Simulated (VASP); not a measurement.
# WSe2 (P6_3/mmc) in VASP: further runs, part 2 of 3

VASP 6.6.1. The steps go on from the part before.

**3. Relaxation of cell and atoms, PBE+D3(BJ)**

Input file INCAR:

```
SYSTEM = WSe2
  PREC = Accurate
  ENCUT = 600
  EDIFF = 1E-6
  ISMEAR = 0
  SIGMA = 0.03
  LREAL = .FALSE.
  LASPH = .TRUE.
  NELM = 80
  ALGO = Normal
  ISIF = 3
  LWAVE = .FALSE.
  LCHARG = .FALSE.
  GGA = PE
  IVDW = 12
  IBRION = 2
  NSW = 90
  EDIFFG = -0.01
  KPAR = 2
```

Input file KPOINTS:

```
Automatic mesh
0
G
  9 9 2
  0 0 0
```

Input file POSCAR:

```
WSe2
1.0
    3.2900000000      0.0000000000      0.0000000000
   -1.6450000000      2.8492235785      0.0000000000
    0.0000000000      0.0000000000     12.9700000000
W Se
2 4
Direct
    0.3333333333      0.6666666667      0.2500000000
    0.6666666667      0.3333333333      0.7500000000
    0.3333333333      0.6666666667      0.6210000000
    0.6666666667      0.3333333333      0.1210000000
    0.3333333333      0.6666666667      0.8790000000
    0.6666666667      0.3333333333      0.3790000000
```

Potentials or basis: VASP PAW PBE potentials, release 64 (W_sv, Se).

Run with:

```bash
$ cat potpaw_PBE.64/W_sv/POTCAR potpaw_PBE.64/Se/POTCAR > POTCAR
$ mpirun -np 2 vasp_std > vasp.out
```

OUTCAR:

```text
SYSTEM = WSe2
   PREC = Accurate
   ENCUT = 600
   EDIFF = 1E-6
   ISMEAR = 0
   LREAL = .FALSE.
   LASPH = .TRUE.
   NELM = 80
   ISIF = 3
   GGA = PE
   IVDW = 12
   IBRION = 2
   NSW = 90
   EDIFFG = -0.01
 IVDW          = 12

 ion  position               nearest neighbor table
   1  0.333  0.667  0.250-   4 2.53   6 2.53   4 2.53   6 2.53   4 2.53   6 2.53
   2  0.667  0.333  0.750-   3 2.53   5 2.53   3 2.53   5 2.53   3 2.53   5 2.53
   3  0.333  0.667  0.621-   2 2.53   2 2.53   2 2.53
   4  0.667  0.333  0.121-   1 2.53   1 2.53   1 2.53
   5  0.333  0.667  0.879-   2 2.53   2 2.53   2 2.53
   6  0.667  0.333  0.379-   1 2.53   1 2.53   1 2.53

  LATTYP: Found a hexagonal cell.
 ALAT       =     3.2900000000
 C/A-ratio  =     3.9422492401

  Lattice vectors:

 A1 = (   3.2900000000,   0.0000000000,   0.0000000000)
 A2 = (  -1.6450000000,   2.8492235785,   0.0000000000)
 A3 = (   0.0000000000,   0.0000000000,  12.9700000000)

Analysis of symmetry for initial positions (statically):
=====================================================================
 Subroutine PRICEL returns:
 Original cell was already a primitive cell.

 Routine SETGRP: Setting up the symmetry group for a
 hexagonal supercell.

 Subroutine GETGRP returns: Found 24 space group operations
 (whereof 12 operations were pure point group operations)
 out of a pool of 24 trial point group operations.
[... 151 lines left out ...]
   AEXX    =    0.0000 exact exchange contribution
   IVDW    =    12    specifies the selected vdW correction
   LEPSILON=     F    determine dielectric tensor
   LRPA    =     F    only Hartree local field effects (RPA)
 conjugate gradient relaxation of ions
 non-spin polarized calculation
 Gauss-broadening in eV      SIGMA  =   0.03
  energy-cutoff  :      600.00
  volume of cell :      121.58
 maximum number of plane-waves:      4120
 NGX is ok and might be reduce to    28
   NGX = 13   NGY = 13   NGZ = 51

--------------------------------------- Ionic step        1  -------------------------------------------

 number of electron      51.9999998 magnetization

 Free energy of the ion-electron system (eV)
  ---------------------------------------------------
  ext. energy  EPLUGINS =         0.00000000
  ---------------------------------------------------
  free energy    TOTEN  =       -43.12908252 eV

  energy without entropy =      -43.12908252  energy(sigma->0) =      -43.12908252

------------------------ aborting loop because EDIFF is reached ----------------------------------------

 Edisp (eV)   -2.79099

 E8    (eV) :    -1.2448
[... 299 lines left out ...]
--------------------------------------- Ionic step        8  -------------------------------------------

 number of electron      52.0000002 magnetization

 Free energy of the ion-electron system (eV)
  ---------------------------------------------------
  ext. energy  EPLUGINS =         0.00000000
  ---------------------------------------------------
  free energy    TOTEN  =       -43.08363912 eV

  energy without entropy =      -43.08363912  energy(sigma->0) =      -43.08363912

 E-fermi :   6.7270     XC(G=0): -10.8906

 val. band max:        6.5038229693   @ k =   0.0000   0.0000   0.0000
 cond. band min:       7.4950955045   @ k =   0.2222   0.1111   0.0000
 fundamental gap:      0.9912725352
 Fermi energy:         6.7270119091

 k-point     1 :       0.0000    0.0000    0.0000
  band No.  band energies     occupation
      1     -67.8422      2.00000
      2     -67.8422      2.00000
      3     -32.0903      2.00000
      4     -32.0903      2.00000
      5     -31.9548      2.00000
      6     -31.9548      2.00000
[... 842 lines left out ...]
  FREE ENERGIE OF THE ION-ELECTRON SYSTEM (eV)
  ---------------------------------------------------
  free  energy   TOTEN  =       -45.9316686514 eV

  energy  without entropy=      -45.9316686514  energy(sigma->0) =      -45.93166865

 reached required accuracy - stopping structural energy minimisation
```

OSZICAR:

```text
N       E                     dE             d eps       ncg     rms          rms(c)
DAV:   1     0.542243197718E+03    0.54224E+03   -0.30632E+04  1656   0.182E+03
DAV:   2    -0.890243462872E+01   -0.55115E+03   -0.54024E+03  1771   0.454E+02
DAV:   3    -0.441421262855E+02   -0.35240E+02   -0.34434E+02  1859   0.997E+01
DAV:   4    -0.450177028881E+02   -0.87558E+00   -0.87239E+00  1799   0.158E+01
[... 69 lines left out ...]
DAV:   4    -0.430836416833E+02    0.45068E-03   -0.14754E-03  1670   0.201E-01    0.726E-02
DAV:   5    -0.430836420468E+02   -0.36350E-06   -0.79476E-05  1992   0.526E-02    0.399E-02
DAV:   6    -0.430836406026E+02    0.14442E-05   -0.15639E-05  1705   0.196E-02    0.662E-03
DAV:   7    -0.430836393310E+02    0.12716E-05   -0.58726E-06  1478   0.120E-02    0.159E-03
DAV:   8    -0.430836391167E+02    0.21422E-06   -0.38524E-07   856   0.441E-03
   8 F= -.45931669E+02 E0= -.45931669E+02  d E =-.550852E-02
```

Wall time 5.2 min (2 MPI ranks of Intel Xeon Platinum 8375C at 2.90GHz (Ice Lake), shared host); peak memory 0.35 GiB.

What came out:

```yaml
Free_energy: -45.9317 eV
Relaxed_volume: 19.88 Å³/atom
Relaxed_cell: a = 3.281 Å, b = 3.281 Å, c = 12.792 Å, α = 90.00°, β = 90.00°, γ = 120.00°
Space_group_after_relaxing_to_0.05_Å: P6_3/mmc (No. 194)
Energy_gained_by_relaxing: 1.9 meV/atom
Ionic_steps: 8
Pressure_after_relaxing: 0.0 GPa
Band_gap_on_the_k_mesh: 0.99 eV, indirect (least direct gap 1.56 eV)
Dispersion_energy_per_atom: -0.475 eV
```

Forces in eV/Å, atoms in the order of the input:
```
W    0.000  0.000  0.000
W    0.000  0.000  0.000
Se   0.000  0.000 -0.002
Se   0.000  0.000 -0.002
Se   0.000  0.000  0.002
Se   0.000  0.000  0.002
```

The path:
```tsv
step	energy change (eV)	largest force (eV/Å)	pressure (GPa)	volume (Å³)
1	0.0000	0.2220	0.25	121.58
2	-0.0001	0.1180	-1.41	122.14
3	-0.0034	0.0495	-0.59	121.86
4	-0.0061	0.0522	0.00	120.88
5	-0.0061	0.0527	0.05	120.78
6	-0.0079	0.0435	0.02	120.50
7	-0.0113	0.0157	0.00	119.66
8	-0.0116	0.0021	0.00	119.28
```

Final structure:
```cif
data_structure
_symmetry_space_group_name_H-M 'P 1'
_symmetry_Int_Tables_number 1
_cell_length_a 3.2813
_cell_length_b 3.2813
_cell_length_c 12.7917
_cell_angle_alpha 90.000
_cell_angle_beta 90.000
_cell_angle_gamma 120.000
_cell_volume 119.28
loop_
_atom_site_label
_atom_site_type_symbol
_atom_site_fract_x
_atom_site_fract_y
_atom_site_fract_z
_atom_site_occupancy
W1 W 0.33333 0.66667 0.25000 1
W2 W 0.66667 0.33333 0.75000 1
Se1 Se 0.33333 0.66667 0.61819 1
Se2 Se 0.66667 0.33333 0.11819 1
Se3 Se 0.33333 0.66667 0.88181 1
Se4 Se 0.66667 0.33333 0.38181 1
```

Caveat: spin-orbit coupling is left out, which moves the levels of the heavy elements; an odd mesh through Γ misses points on the zone boundary, where band edges often lie.

**4. Relaxation of cell and atoms, PBE+D3(BJ)**

This run uses another cell than the first one, of 19.88 Å³/atom, 0.981 times its volume.

Edit INCAR of step 3 so:

```diff
@@ -3,3 +3,3 @@
   ENCUT = 600
-  EDIFF = 1E-6
+  EDIFF = 1E-7
   ISMEAR = 0
@@ -17,3 +17,3 @@
   NSW = 90
-  EDIFFG = -0.01
+  EDIFFG = -0.005
   KPAR = 2
```

KPOINTS is that of step 3.

Input file POSCAR:

```
WSe2                                    
1.0
    3.2813445385     -0.0000000000      0.0000000000
   -1.6406722692      2.8417277289      0.0000000000
   -0.0000000000      0.0000000000     12.7916582921
  W               Se            
     2     4
Direct
     0.3333333332999970    0.6666666667000030    0.2500000000000000
     0.6666666667000030    0.3333333332999970    0.7500000000000000
     0.3333333332999970    0.6666666667000030    0.6181949418054228
     0.6666666667000030    0.3333333332999970    0.1181949418054227
     0.3333333332999970    0.6666666667000030    0.8818050581945772
     0.6666666667000030    0.3333333332999970    0.3818050581945773
```

Run with:

```bash
$ cat potpaw_PBE.64/W_sv/POTCAR potpaw_PBE.64/Se/POTCAR > POTCAR
$ mpirun -np 2 vasp_std > vasp.out
```

It took 91 s on 2 MPI ranks of Intel Xeon Platinum 8375C at 2.90GHz (Ice Lake), shared host; peak memory 0.32 GiB.

It converged, with:

```yaml
Free_energy: -45.9314 eV
Pressure_after_relaxing: 0.0 GPa
Band_gap_on_the_k_mesh: 0.99 eV, indirect (least direct gap 1.56 eV)
Dispersion_energy_per_atom: -0.475 eV
```

Forces in eV/Å, atoms in the order of the input:
```
W    0.000  0.000  0.000
W    0.000  0.000  0.000
Se   0.000  0.000 -0.002
Se   0.000  0.000 -0.002
Se   0.000  0.000  0.002
Se   0.000  0.000  0.002
```

Final structure:
```yaml
crystal:
  lattice:
    - [3.28134, 0.00000, 0.00000]
    - [-1.64067, 2.84173, 0.00000]
    - [0.00000, 0.00000, 12.79166]
  atoms:
    - { symbol: W, position: [0.33333, 0.66667, 0.25000] }
    - { symbol: W, position: [0.66667, 0.33333, 0.75000] }
    - { symbol: Se, position: [0.33333, 0.66667, 0.61819] }
    - { symbol: Se, position: [0.66667, 0.33333, 0.11819] }
    - { symbol: Se, position: [0.33333, 0.66667, 0.88181] }
    - { symbol: Se, position: [0.66667, 0.33333, 0.38181] }
```

Levels at points of the mesh, in eV from the valence-band top:
```csv
k point,band 22,band 23,band 24,band 25,band 26,band 27,band 28,band 29,band 30,band 31
"(0.00, 0.00, 0.00)",-1.45,-1.45,-1.19,-0.96,0.00,2.62,2.63,2.67,2.68,2.69
"(0.00, 0.00, 0.50)",-1.49,-1.49,-1.49,-0.20,-0.20,2.62,2.62,2.62,2.62,2.83
```

Caveat: the relaxation stopped at its first step, so nothing moved; spin-orbit coupling is left out, which moves the levels of the heavy elements; an odd mesh through Γ misses points on the zone boundary, where band edges often lie.

(Part 2 of 3 ends here.)
